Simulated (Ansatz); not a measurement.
ZnTe (zinc blende)

```yaml
crystal:
  lattice:
    - [0.00000, 3.03291, 3.03291]
    - [3.03291, 0.00000, 3.03291]
    - [3.03291, 3.03291, 0.00000]
  atoms:
    - { symbol: Te, position: [0.75000, 0.75000, 0.75000] }
    - { symbol: Zn, position: [0.00000, 0.00000, 0.00000] }
```

The volume is varied about the relaxed value V₀ at fixed cell shape. Symmetry pins the atoms to their sites.

Computed with PBEsol (plane waves to 420 eV, PAW, scalar-relativistic; Ansatz, a first-principles code). k mesh 9×9×9 (Γ-centred), Fermi-Dirac smearing 0.05 eV. Stress and pressure are positive under compression. Spin-orbit coupling is left out, though Te is heavy. The PAW data are Ansatz's earlier set. ZnTe was relaxed with its symmetry unable to fall.

At one point of the scan the stress tensor (GPa) is:

```
    7.4      0.0      0.0
    0.0      7.4      0.0
    0.0      0.0      7.4
```

Problem. Which point is it?
A. V/V₀ = 0.947
B. V/V₀ = 0.920
C. V/V₀ = 0.867
D. V/V₀ = 0.893

Solution. D, V/V₀ = 0.893

(Under strain, the slope of the energy per volume gives the stress and its curvature an elastic modulus.)
